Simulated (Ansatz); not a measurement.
# GaN: a sublattice moved along a line

All numbers below come from DFT LDA, scalar-relativistic, plane waves, PAW (Ansatz). Cutoff 300 eV, Γ-centred 6×6×4 k-points, Gaussian smearing of 0.05 eV. The mesh is coarse. No spin polarisation. Energies are free energies at this smearing, counted from the undisturbed cell; pressure is positive in compression.

The starting cell (as given, not relaxed at this level; it stands at -4.6 GPa):

```yaml
crystal:
  lattice:
    - [3.18000, 0.00000, 0.00000]
    - [-1.59000, 2.75396, 0.00000]
    - [0.00000, 0.00000, 5.16600]
  atoms:
    - { symbol: Ga, position: [0.33333, 0.66667, 0.00000] }
    - { symbol: Ga, position: [0.66667, 0.33333, 0.50000] }
    - { symbol: N, position: [0.33333, 0.66667, 0.37500] }
    - { symbol: N, position: [0.66667, 0.33333, 0.87500] }
```

Every Ga atom is moved by x along the Cartesian unit vector (-0.502, -0.290, -0.815); the cell and all other atoms stay fixed.

| x (Å) | ΔE (meV/cell) |
| --- | --- |
| -0.2000 | 612.4 |
| -0.1500 | 346.1 |
| -0.1000 | 158.4 |
| -0.0500 | 44.5 |
| 0.0000 | 0.0 |
| 0.0500 | 21.7 |
| 0.1000 | 107.4 |
| 0.1500 | 256.2 |
| 0.1750 | 354.0 |
| 0.2000 | 467.2 |

Q: Predict the force along x on the moved atoms (eV/Å) at each point.

A:
| x (Å) | force along x on the moved atoms (eV/Å) |
| --- | --- |
| -0.2000 | 6.15 |
| -0.1500 | 4.52 |
| -0.1000 | 3.00 |
| -0.0500 | 1.57 |
| 0.0000 | 0.22 |
| 0.0500 | -1.08 |
| 0.1000 | -2.35 |
| 0.1500 | -3.60 |
| 0.1750 | -4.22 |
| 0.2000 | -4.84 |

Cost: 10 runs of about 0.51 core-minutes in all, on Intel Xeon Processor @ 2.70GHz (shared hosts).